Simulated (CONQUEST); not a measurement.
# Ag2O under changes of volume

One of the cells (17.503 Å³/atom); the others are scaled copies at fixed shape and fractional positions:

```
Ag O
1.0
     4.71800    0.00000    0.00000
     0.00000    4.71800    0.00000
     0.00000    0.00000    4.71800
Ag O
4 2
Direct
  0.75000 0.25000 0.25000
  0.25000 0.75000 0.25000
  0.75000 0.75000 0.75000
  0.25000 0.25000 0.75000
  0.50000 0.50000 0.50000
  0.00000 0.00000 0.00000
```

- Program: CONQUEST 1.3
- Functional: PBEsol
- Potentials or basis: PseudoDojo NC PBEsol, DZP, grid of 60 × 60 × 60 points
- k mesh: 6 × 6 × 6
- Occupations: fermi-dirac, width 0.05 eV
- Spin: no spin polarisation

```csv
volume (Å³/atom),energy over the lowest point (meV/atom),pressure (GPa)
16.453,?,?
16.803,14.39,5.2
17.153,5.27,3.2
17.503,0.67,1.1
17.853,0.00,-0.4
18.204,2.50,-1.9
18.554,8.23,-3.2
```

What does the run at 16.453 Å³/atom give?

Energy over the lowest point 28.33 meV/atom; pressure 7.7 GPa.

Worked out: A Birch-Murnaghan fit of order 3 (a polynomial in V^(-2/3)) to the other rows has its minimum at 17.75 Å³/atom with B0 = V·E''(V) = 82 GPa and B' = 5.8. It gives 28.52 meV/atom at 16.453 Å³/atom, against the run's 28.33, and -dE/dV = 7.7 GPa, against 7.7.

Energies are extrapolated to zero smearing.

Caveats: the basis of atomic orbitals isn't converged, which shifts pressures, moduli and gaps.
